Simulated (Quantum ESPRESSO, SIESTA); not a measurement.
This is a calculation of C (Carbon) for Quantum ESPRESSO 7.5. 

File pw.in:

```
&CONTROL
  calculation = 'scf'
  prefix = 'pwscf'
  outdir = './tmp'
  pseudo_dir = './pseudo'
  tprnfor = .true.
  tstress = .true.
  disk_io = 'low'
/
&SYSTEM
  ibrav = 0
  nat = 12
  ntyp = 1
  ecutwfc = 55
  ecutrho = 440
  nbnd = 33
  occupations = 'smearing'
  smearing = 'fd'
  degauss = 0.00367493
/
&ELECTRONS
  conv_thr = 2.4d-09
  electron_maxstep = 120
  mixing_beta = 0.5
/
ATOMIC_SPECIES
C     12.0110 C.pbe-n-kjpaw_psl.1.0.0.UPF
CELL_PARAMETERS angstrom
   2.5221000000    0.0000000000    0.0000000000
  -1.2610500000    2.1842026709    0.0000000000
   0.0000000000    0.0000000000   12.3557000000
ATOMIC_POSITIONS crystal
C      0.6666666667    0.3333333333    0.3541700000
C      0.3333333333    0.6666666667    0.8541700000
C      0.6666666667    0.3333333333    0.1458300000
C      0.3333333333    0.6666666667    0.6458300000
C      0.6666666667    0.3333333333    0.4791700000
C      0.3333333333    0.6666666667    0.9791700000
C      0.6666666667    0.3333333333    0.0208300000
C      0.3333333333    0.6666666667    0.5208300000
C      0.0000000000    0.0000000000    0.8125000000
C      0.0000000000    0.0000000000    0.3125000000
C      0.0000000000    0.0000000000    0.6875000000
C      0.0000000000    0.0000000000    0.1875000000
K_POINTS automatic
12 12 3 0 0 0
```

pp_density.in

```
&INPUTPP
  prefix = 'pwscf'
  outdir = './tmp'
  filplot = 'density.dat'
  plot_num = 0
/
&PLOT
  nfile = 1
  filepp(1) = 'density.dat'
  iflag = 3
  output_format = 6
  fileout = 'density.cube'
/
```

Contents of pp_potential.in:

```
&INPUTPP
  prefix = 'pwscf'
  outdir = './tmp'
  filplot = 'potential.dat'
  plot_num = 11
/
&PLOT
  nfile = 1
  filepp(1) = 'potential.dat'
  iflag = 3
  output_format = 6
  fileout = 'potential.cube'
/
```

Potentials or basis: SSSP 1.3 efficiency PBE.

Run with:

```console
$ OMP_NUM_THREADS=1 pw.x -in pw.in > pw.out
$ OMP_NUM_THREADS=1 pp.x -in pp_density.in > pp_density.out
$ OMP_NUM_THREADS=1 pp.x -in pp_potential.in > pp_potential.out
```

Translate it to SIESTA 5.4.2. Potentials or basis there: files PseudoDojo sr-pbe-0.4.1-standard, DZP (energy shift 0.003 Ry).

As run (cutoffs and basis follow the program's own potentials, and thresholds, step limits or extra output files can differ):

Contents of C.fdf:

```
SystemName                      Carbon
SystemLabel                     C
NumberOfSpecies                 1
NumberOfAtoms                   12
%block ChemicalSpeciesLabel
  1   6 C
%endblock ChemicalSpeciesLabel

LatticeConstant                 1.0 Ang
%block LatticeVectors
     2.5221000000     0.0000000000     0.0000000000
    -1.2610500000     2.1842026709     0.0000000000
     0.0000000000     0.0000000000    12.3557000000
%endblock LatticeVectors
AtomicCoordinatesFormat         Fractional
%block AtomicCoordinatesAndAtomicSpecies
     0.6666666667     0.3333333333     0.3541700000  1  C
     0.3333333333     0.6666666667     0.8541700000  1  C
     0.6666666667     0.3333333333     0.1458300000  1  C
     0.3333333333     0.6666666667     0.6458300000  1  C
     0.6666666667     0.3333333333     0.4791700000  1  C
     0.3333333333     0.6666666667     0.9791700000  1  C
     0.6666666667     0.3333333333     0.0208300000  1  C
     0.3333333333     0.6666666667     0.5208300000  1  C
     0.0000000000     0.0000000000     0.8125000000  1  C
     0.0000000000     0.0000000000     0.3125000000  1  C
     0.0000000000     0.0000000000     0.6875000000  1  C
     0.0000000000     0.0000000000     0.1875000000  1  C
%endblock AtomicCoordinatesAndAtomicSpecies

%block kgrid.MonkhorstPack
   12   0   0  0.0
    0  12   0  0.0
    0   0   3  0.0
%endblock kgrid.MonkhorstPack
XC.Functional                   GGA
XC.Authors                      PBE
PAO.BasisSize                   DZP
PAO.EnergyShift                 0.003 Ry
Mesh.Cutoff                     500 Ry
OccupationFunction              FD
ElectronicTemperature           0.05 eV
MaxSCFIterations                120
SCF.MustConverge                false
SCF.Mixer.Method                Pulay
SCF.Mixer.Weight                0.25
SCF.Mixer.History               8
SCF.DM.Tolerance                5.0e-05
SCF.H.Tolerance                 1.0e-03 eV
WriteForces                     true
Charge.Mulliken                 end
Charge.Hirshfeld                end
Charge.Voronoi                  end
SaveRho                         true
SaveElectrostaticPotential      true
```

Potentials or basis: PseudoDojo 0.4 standard (PBE files), converted to PSML, two zetas on semicore shells, DZP (energy shift 0.003 Ry).

Command:

```sh
$ siesta < C.fdf > C.out 2>&1
```

Both were run:

|  | Quantum ESPRESSO | SIESTA |
| --- | --- | --- |
| Pressure | 2.2 GPa | 10.6 GPa |
| Largest force | 0.331 eV/Å | 0.345 eV/Å |

The two runs disagree by more than potentials and bases usually give (in gap, levels, pressure or energy); the cause wasn't traced.

Pressure is positive in compression.
